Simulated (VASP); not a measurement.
The system is Mg2Ge.

```
Mg Ge
1.0
     0.00000    3.27799    3.27799
     3.27799    0.00000    3.27799
     3.27799    3.27799    0.00000
Mg Ge
2 1
Direct
  0.25000 0.25000 0.25000
  0.75000 0.75000 0.75000
  0.00000 0.00000 0.00000
```

The cell was built by a generator and needn't be a form met in nature.

* Program: VASP 6.6.1
* Task: relaxation of cell and atoms
* Functional: PBE
* Potentials or basis: VASP PAW PBE potentials, release 64 (Mg, Ge_d)
* Cutoff: 600 eV
* k mesh: 5 × 5 × 5
* Occupations: methfessel-paxton, width 0.0105 eV
* Spin: no spin polarisation

At the start: pressure -3.0 GPa; volume 23.48 Å³/atom.

Task: Where does the relaxation end?

Result: Over 3 steps the energy falls by 15.1 meV/atom and the volume is 21.96 Å³/atom (-6.5 %); space group Fm-3m (No. 225, to 0.05 Å).

The path:
```csv
step,energy change (eV),largest force (eV/Å),pressure (GPa),volume (Å³)
1,0.0000,0.0000,-2.99,70.45
2,-0.0452,0.0000,-0.15,66.07
3,-0.0453,0.0000,0.02,65.88
```

Final structure:
```
Mg Ge
1.0
     0.00000    3.20561    3.20561
     3.20561    0.00000    3.20561
     3.20561    3.20561    0.00000
Mg Ge
2 1
Direct
  0.25000 0.25000 0.25000
  0.75000 0.75000 0.75000
  0.00000 0.00000 0.00000
```
